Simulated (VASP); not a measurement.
Here is a VASP 6.6.1 calculation.

Contents of INCAR:

```
PREC = Accurate
ENCUT = 600
EDIFF = 1E-7
ISMEAR = -1
SIGMA = 0.05
LREAL = F
LASPH = T
NELM = 60
ALGO = Fast
ISIF = 3
LWAVE = F
LCHARG = F
GGA = PE
IBRION = 2
NSW = 60
EDIFFG = -0.01
```

KPOINTS

```
regular mesh
0
Gamma
  10 10 9
```

POSCAR

```
WC
1.0
    2.9065000000      0.0000000000      0.0000000000
   -1.4532500000      2.5171028361      0.0000000000
    0.0000000000      0.0000000000      2.8366000000
W C
1 1
Direct
    0.0000000000      0.0000000000      0.0000000000
    0.6666666667      0.3333333333      0.5000000000
```

Potentials or basis: VASP PAW PBE potentials, release 64 (W_sv, C).

Run with:

```console
$ cat potpaw_PBE.64/W_sv/POTCAR potpaw_PBE.64/C/POTCAR > POTCAR
$ mpirun -np 1 vasp_std > vasp.out
```

Question: What does it give for the space group after relaxing (to 0.05 Å)?

Answer: P-6m2 (No. 187).

Question: Predict the relaxed volume.

Answer: 10.55 Å³/atom.

Question: What does it give for the relaxed cell?

Answer: a = 2.925 Å, b = 2.925 Å, c = 2.848 Å, α = 90.00°, β = 90.00°, γ = 120.00°.

Question: What does it give for the band gap on the k mesh?

Answer: None (metal or under the smearing width).

The path:
```tsv
step	energy change (eV)	largest force (eV/Å)	pressure (GPa)	volume (Å³)
1	0.0000	0.0000	6.66	20.75
2	0.0428	0.0000	-15.82	22.07
3	-0.0071	0.0000	-0.12	21.11
4	-0.0071	0.0000	0.00	21.10
5	-0.0071	0.0000	0.05	21.10
6	-0.0072	0.0000	0.02	21.10
```

Spin-orbit coupling is left out, which matters for the levels of W. Zero-point motion and thermal expansion aren't in these numbers.
